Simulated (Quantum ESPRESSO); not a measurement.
## KBr under changes of volume

One of the cells (35.937 Å³/atom); the others are scaled copies at fixed shape and fractional positions:

```xyz
2
Lattice="0.0000 3.3000 3.3000 3.3000 0.0000 3.3000 3.3000 3.3000 0.0000" Properties=species:S:1:pos:R:3 pbc="T T T"
Br    3.3000    3.3000    3.3000
K     0.0000    0.0000    0.0000
```

| Property | Result |
| --- | --- |
| Program | Quantum ESPRESSO 7.5 |
| Functional | PBE |
| Dispersion | D3(BJ) |
| Potentials or basis | PseudoDojo 0.4.1 SR PBE standard |
| Cutoff | 1007 eV |
| Density cutoff | 4027 eV |
| k mesh | 7 × 7 × 7 |
| Occupations | fermi-dirac, width 0.05 eV |
| Spin | no spin polarisation |

| volume (Å³/atom) | energy over the lowest point (meV/atom) | pressure (GPa) | gap on the mesh (eV) |
| --- | --- | --- | --- |
| 33.781 | 4.65 | 0.9 | 4.61 |
| 34.500 | 1.48 | 0.5 | 4.55 |
| 35.218 | 0.00 | 0.1 | 4.49 |
| 35.937 | 0.05 | -0.2 | 4.44 |
| 36.656 | 1.44 | -0.5 | 4.38 |
| 37.374 | 4.04 | -0.7 | 4.33 |
| 38.093 | ? | ? | ? |

Problem. What does the run at 38.093 Å³/atom give?

Solution. Energy over the lowest point 7.71 meV/atom; pressure -0.9 GPa; gap on the mesh 4.28 eV.

Worked out: A Birch-Murnaghan fit of order 3 (a polynomial in V^(-2/3)) to the other rows has its minimum at 35.55 Å³/atom with B0 = V·E''(V) = 15.8 GPa and B' = 4.6. It gives 7.72 meV/atom at 38.093 Å³/atom, against the run's 7.71, and -dE/dV = -0.9 GPa, against -0.9. A straight line through the other rows of the gap, of slope -2.77 eV per unit of ln V (its deformation potential), extrapolates to 4.28 eV, against the run's 4.28.

Energies are extrapolated to zero smearing.

Caveats: an odd mesh through Γ misses points on the zone boundary, where band edges often lie (some runs). Spin-orbit coupling on Br is left out.
